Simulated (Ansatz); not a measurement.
LDA, PBE, PBEsol and r²SCAN on Tm

```yaml
crystal:
  lattice:
    - [-1.97055, 1.97055, 1.97055]
    - [1.97055, -1.97055, 1.97055]
    - [1.97055, 1.97055, -1.97055]
  atoms:
    - { symbol: Tm, position: [0.00000, 0.00000, 0.00000] }
```

The cell is the one relaxed in the Materials Project (mp-10661), not relaxed further here; entries there can be hypothetical.

Spin polarisation is left out, and whether a magnetic state lies lower isn't shown here. Semilocal functionals without U also describe localised f shells poorly.

No spin–orbit coupling, which matters for the heavy atoms here.

One fixed cell is solved with several functionals by frozen-core PAW in Ansatz 0.2.0, scalar-relativistically. A positive pressure means that the functional wants a larger cell.

The PAW files were made with PBE; their cores are remade for each functional.

Settings: a Γ-centred 12×12×12 k mesh, Fermi–Dirac smearing of 0.08 eV, cutoff 500 eV, no spin polarisation; the PAW files were made with PBE, and the program remakes their frozen cores for this functional.

Cutoffs: r²SCAN 500 eV, LDA 420 eV, PBEsol 420 eV, PBE 420 eV.

Question: One of the runs gave P (GPa) = 2.26, lowest level at Γ above −25 eV, from the valence-band top or, without a gap, the Fermi level (eV) = -23.83. Which setting was it?
A. PBEsol
B. PBE
C. LDA
D. r²SCAN

Answer: D. The full set:
| setting | P (GPa) | lowest level at Γ above −25 eV, from the valence-band top or, without a gap, the Fermi level (eV) |
| --- | --- | --- |
| r²SCAN | 2.26 | -23.83 |
| LDA | -1.51 | -22.77 |
| PBEsol | 0.58 | -22.78 |
| PBE | 2.89 | -22.81 |
